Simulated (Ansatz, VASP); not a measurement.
# Cross-check of KF (Carobbiite) between VASP and Ansatz, part 2 of 2

Wanted: the spread between two codes on one cell, functional and k mesh. The cell is taken from a series of VASP runs on this material, whose earlier steps may have relaxed, scaled or displaced it; both programs get it as it stands.

VASP 6.6.1 and Ansatz 0.2.0.

So far. Step 4 (Comparison): The walks stopped with 0.01 GPa left in Ansatz and -0.03 GPa in VASP; each walk ends within a tolerance, so the volume difference is uncertain by about these residues over the bulk modulus, most in soft cells.

## (5) Ansatz: relaxation of cell and atoms, PBEsol with D3(BJ)

Level of this step: Ansatz beside VASP: Kohn-Sham DFT, plane waves, PBEsol with D3(BJ) (Ansatz).

The relaxed volume is the usual yardstick between codes: its relative difference is about their pressure difference at one cell divided by the bulk modulus. The cell compared in this pair holds 35.89 Å³, against 39.29 Å³ for the pair before.

The cell is taken from a series of VASP runs on this material, whose earlier steps may have relaxed, scaled or displaced it; both programs get it as it stands.

input.yaml reads:

```yaml
crystal:
  lattice:
    - [0.0, 2.6180068183, 2.6180068183]
    - [2.6180068183, 0.0, 2.6180068183]
    - [2.6180068183, 2.6180068183, 0.0]
  atoms:
    - { symbol: K, position: [0.0, 0.0, 0.0] }
    - { symbol: F, position: [0.5, 0.5, 0.5] }
hamiltonian:
  xc: pbesol
  pseudopotentials: { kind: paw }
  dispersion: d3bj
kpoints:
  mp_grid: { grid: [8, 8, 8] }
scf:
  occupations: { method: gaussian, width: 0.03 }
relax:
  f_tol: 0.01
  max_steps: 60
  cell: { stress_tol: 0.05 }
output:
  forces: true
  stress: true
```

On the command line:

```
ansatz run input.yaml --threads 4 --pin off --max-ram 9216MiB --backend cpu --events-out ev --progress --plain --runs-dir out
```

Numbers of over 12 decimals in the logs are rounded to 6 here.

Output:

```text
[...]
Crystal: 2 atoms, lattice volume = 35.887 Å³
Basis set: ecut = 420 eV, 725 PW (Γ), exchange–correlation on 50×50×50 points (8 copies of the dense FFT grid, shifted against one another)
Bands: 12, of which v1, the nominal top of the filled ones, is band 8 counted from 1 (7 counted from 0)
Symmetry: 48 space group operations
[...]
k-points: 29 of 512
[...]
-0.009664      -0.000000      -0.000000
       -0.000000      -0.009664      -0.000000
       -0.000000      -0.000000      -0.009664
  P = ⅓ Tr σ = -0.0097 GPa (-0.097 kbar)
--- Relaxed structure (2 steps of the walk, 2 accepted, 1 SCFs on fresh bases) ---
[...]
cell:  # Å, volume = 35.7573 Å³
    - [0, 2.614840, 2.614840]
    - [2.614840, 0, 2.614840]
    - [2.614840, 2.614840, 0]
  atoms:
    - { symbol: K, position: [0, 0, 0] }
    - { symbol: F, position: [0.5, 0.5, 0.5] }
[key lines of the parts left out:]
SCF converged after 6 iterations
Free energy (F): -2319.444146 eV
Fermi energy:    5.009381 eV
```

Wall time 1.2 s (4 threads of Arm Neoverse V1, shared host); peak memory 0.32 GiB; 3.4 s of CPU time.

## (6) VASP: relaxation of cell and atoms, PBEsol with D3(BJ)

The same cell, functional, mesh and smearing now go to VASP, with its own data sets and cutoff.

INCAR reads:

```
SYSTEM = KF
PREC = Accurate
ENCUT = 520
EDIFF = 1E-06
NELM = 100
ISMEAR = 0
SIGMA = 0.03
LREAL = .FALSE.
ALGO = Normal
GGA = PS
IVDW = 12
NBANDS = 14
LORBIT = 11
LWAVE = .FALSE.
LCHARG = .FALSE.
KPAR = 4
IBRION = 2
NSW = 50
ISIF = 3
EDIFFG = -0.006
```

POSCAR reads:

```
KF
1.0
    0.0000000000      2.6180068183      2.6180068183
    2.6180068183      0.0000000000      2.6180068183
    2.6180068183      2.6180068183      0.0000000000
K F
1 1
Direct
    0.0000000000      0.0000000000      0.0000000000
    0.5000000000      0.5000000000      0.5000000000
```

KPOINTS reads:

```
Automatic mesh
0
Gamma
8 8 8
0 0 0
```

PAW data sets: K_sv and F (PBE family, release 64).

On the command line:

```
mpirun -np 4 vasp_std
```

Output:

```text
[banner, memory and clock lines left out]
running    4 mpi-ranks, on    1 nodes
[...]
|                                                                             |
|               ----> ADVICE to this user running VASP <----                  |
|                                                                             |
|     You enforced a specific xc type in the INCAR file but a different       |
|     [... a line on the potential file left out ...]
|     I HOPE YOU KNOW WHAT YOU ARE DOING!                                     |
|                                                                             |

 LDA part: xc-table for (Slater+PW92), standard interpolation
 POSCAR, INCAR and KPOINTS ok, starting setup
[...]
entering main loop
       N       E                     dE             d eps       ncg     rms          rms(c)
DAV:   1     0.114719693365E+03    0.11472E+03   -0.84564E+03   812   0.112E+03
DAV:   2    -0.481056057628E+01   -0.11953E+03   -0.10964E+03  1016   0.305E+02
DAV:   3    -0.948324441085E+01   -0.46727E+01   -0.46502E+01  1036   0.545E+01
DAV:   4    -0.962041993257E+01   -0.13718E+00   -0.13715E+00  1060   0.881E+00
[...]
DAV:  12    -0.851088223519E+01    0.55975E-05   -0.16315E-05  1012   0.387E-02    0.432E-03
DAV:  13    -0.851088339059E+01   -0.11554E-05   -0.33407E-06   868   0.162E-02    0.444E-03
DAV:  14    -0.851088318049E+01    0.21010E-06   -0.64039E-07   634   0.883E-03
   1 F= -.88555785E+01 E0= -.88555785E+01  d E =-.885558E+01
[...]
reached required accuracy - stopping structural energy minimisation
```

Parts of OUTCAR (step 6):

```text
 Edisp (eV)   -0.34470

  Total      -0.01066    -0.01066    -0.01066     0.00000     0.00000     0.00000
  in kB      -0.47574    -0.47574    -0.47574     0.00000     0.00000     0.00000
  external pressure =       -0.48 kB  Pullay stress =        0.00 kB

 POSITION                                       TOTAL-FORCE (eV/Angst)
 -----------------------------------------------------------------------------------
      0.00000      0.00000      0.00000        -0.000000     -0.000000     -0.000000
      2.61801      2.61801      2.61801         0.000000      0.000000      0.000000
 -----------------------------------------------------------------------------------
    total drift:                                0.000000      0.000000      0.000000

  FREE ENERGIE OF THE ION-ELECTRON SYSTEM (eV)
  ---------------------------------------------------
  free  energy   TOTEN  =        -8.8555785297 eV

  energy  without entropy=       -8.8555785297  energy(sigma->0) =       -8.85557853

[... 2 parts as in an earlier step ...]

[... 2 further parts left out ...]
[key lines of the parts left out:]
E-fermi :  -2.5334
```

## (7) Side by side

What differs besides the data sets and the points named for the pairs above, as far as they apply: Ansatz makes its cores anew for this functional, VASP keeps those of its PBE data sets. Total energies have different zeros and are not compared.

The two programs side by side:

```csv
quantity,Ansatz,VASP,difference
volume (Å³),35.76,35.89,-0.36 %
"edge a after relaxation, in the typed setting (Å)",3.698,3.702,-0.12 %
```

The walks stopped with -0.01 GPa left in Ansatz and -0.05 GPa in VASP; each walk ends within a tolerance, so the volume difference is uncertain by about these residues over the bulk modulus, most in soft cells.

## (8) Summary of results

| Item | Value |
| --- | --- |
| difference in volume (relaxation of cell and atoms, PBE) | -0.17 % |
| difference in volume (relaxation of cell and atoms, PBEsol with D3(BJ)) | -0.36 % |

What this shows: The difference in volume is -0.36 % (relaxation of cell and atoms, PBEsol with D3(BJ)), within the 1.2 % picked in this series as the mark of a large difference, as far as the stopping tolerances let one tell. Such differences can come from data sets, numerical settings and the points named under the comparisons, not from the functional's error against experiment.

[Lines on the potential files, build, host, timing and source positions are cut from VASP's logs without a mark.]

[Logs are printed without paths, hosts, clocks, repeated set-up lines and the standing remarks that a program may print on its own settings, such as how far it seeks lower states.]

[Hosts, paths, dates, database ids (printed as entryN), source tags and the programs' standing remarks are cut or masked in the printed files.]
